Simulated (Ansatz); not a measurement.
A plane-wave DFT run in Ansatz 0.2.0 (scalar-relativistic PAW potentials unless the input names others): input and command.

```yaml
crystal:
  lattice:
    - [0.0, 3.0603959932, 3.0603959932]
    - [3.0603959932, 0.0, 3.0603959932]
    - [3.0603959932, 3.0603959932, 0.0]
  atoms:
    - { symbol: Al, position: [0.25, 0.25, 0.25] }
    - { symbol: Al, position: [0.75, 0.75, 0.75] }
    - { symbol: Au, position: [0.0, 0.0, 0.0] }
basis:
  ecutwfc: 420
  precision: f64
kpoints:
  mp_grid: { grid: [12, 12, 12] }
hamiltonian:
  xc: pbe
scf:
  occupations: { method: gaussian, width: 0.1 }
  eigensolver: { kind: davidson }
output:
  forces: true
  eigenvalues: true
  stress: true
```

```bash
ansatz run input.yaml --threads 1 --pin off --max-ram 2560MiB --backend cpu --events-out ev --progress --plain --runs-dir out
```

Abridged log:
```
Basis set: ecut = 420 eV, 1139 PW (Γ), exchange–correlation on 60×60×60 points (8 copies of the dense FFT grid, shifted against one another)
Bands: 17, of which v1, the nominal top of the filled ones, is band 13 counted from 1 (12 counted from 0)
Symmetry: 48 space group operations
k-points: 72 of 1728
SCF iter   1: F=—  HF=-14225.621880 eV  |F-HF|=—  |Δ(HF+E_count)|=         —  Δρ=2.94e-3  dr2=5.10e-3  ethr=1.77e-3  ⟨swp⟩=7.7  Hψ=5609  notcnv=0
SCF iter   2: F=—  HF=-14225.621691 eV  |F-HF|=—  |Δ(HF+E_count)|=   1.89e-4  Δρ=1.19e-3  dr2=8.11e-4  ethr=2.04e-5  ⟨swp⟩=3.7  Hψ=2689  notcnv=0  defer=12
SCF iter   3: F=—  HF=-14225.622058 eV  |F-HF|=—  |Δ(HF+E_count)|=   3.67e-4  Δρ=6.17e-4  dr2=2.97e-4  ethr=3.24e-6  ⟨swp⟩=2.3  Hψ=2154  notcnv=0  defer=4
SCF iter   4: F=—  HF=-14225.622276 eV  |F-HF|=—  |Δ(HF+E_count)|=   2.19e-4  Δρ=1.46e-4  dr2=2.42e-5  ethr=9.57e-8  ⟨swp⟩=2.5  Hψ=4555  notcnv=0  defer=1
SCF iter   5: F=—  HF=-14225.622259 eV  |F-HF|=—  |Δ(HF+E_count)|=   1.75e-5  Δρ=5.36e-5  dr2=2.77e-6  ethr=9.57e-8  ⟨swp⟩=3.0  Hψ=2444  notcnv=0
SCF iter   6: F=—  HF=-14225.622259 eV  |F-HF|=—  |Δ(HF+E_count)|=   5.48e-7  Δρ=1.64e-5  dr2=1.90e-7  ethr=1.11e-8  ⟨swp⟩=3.3  Hψ=2499  notcnv=0
SCF iter   7: F=-14225.622259 eV  HF=-14225.622259 eV  |F-HF|=3.77e-9  |Δ(HF+E_count)|=   3.64e-8  Δρ=2.82e-6  dr2=5.36e-9  ethr=7.59e-10  ⟨swp⟩=3.1  Hψ=2444  notcnv=0
the search or the solves at the SCF's close seem to have found levels that the self-consistency loop had missed (the run counts 4). By its estimate they hold under 1e-12 electrons; where the run keeps them, the occupations were computed again with them
SCF 1 converged in 7 iterations: F = -14225.622259 eV  dr2 = 5.36e-9
  Residual-converged pass: ⟨swp⟩=3.1  Hψ=2547  notcnv=0  max |occ|·‖R‖ = 6.6e-6 eV (tolerance 6.7e-6 eV) dr2=4.84e-9  dr2_onsite=3.77e-10  max |Δocc| = 4.9e-10
SCF converged after 7 iterations
Free energy (F): -14225.622259 eV
Harris-Foulkes:  -14225.622259 eV  (|F-HF|=3.77e-9)
Internal energy: -14225.617676 eV  (E = F + TS)
E sigma→0 (E₀):  -14225.619967 eV
Entropy (-TS):   -0.004584 eV (-1.528 meV/atom)
Fermi energy:    10.406998 eV
--- Forces (eV/Å), atoms counted from 1 ---
  atom   1  Al     0.00000000     0.00000000     0.00000000
  atom   2  Al     0.00000000     0.00000000     0.00000000
  atom   3  Au     0.00000000     0.00000000     0.00000000
--- Stress (GPa, compression-positive) ---
       -2.871946       0.000000       0.000000
        0.000000      -2.871946       0.000000
        0.000000       0.000000      -2.871946
  P = ⅓ Tr σ = -2.8719 GPa (-28.719 kbar)
```

Apart from outputs and empty bands, the input differs from a reference run on usual settings in scf.eigensolver.kind: not typed → "davidson"; basis.precision: not typed → "f64". The reference, at the same geometry (not necessarily relaxed), gave pressure -2.87 GPa, largest force 0.000 eV/Å, no gap on the mesh. This run converged in 7 SCF iterations (reference: 7) with an energy at zero smearing within 0.01 meV/atom of the reference's, pressure -2.87 GPa, largest force 0.000 eV/Å, no gap on the mesh.

It took 5.8 s on 1 thread of Intel(R) Xeon(R) Platinum 8375C CPU @ 2.90GHz (Ice Lake), on a shared host, peak memory 0.38 GiB.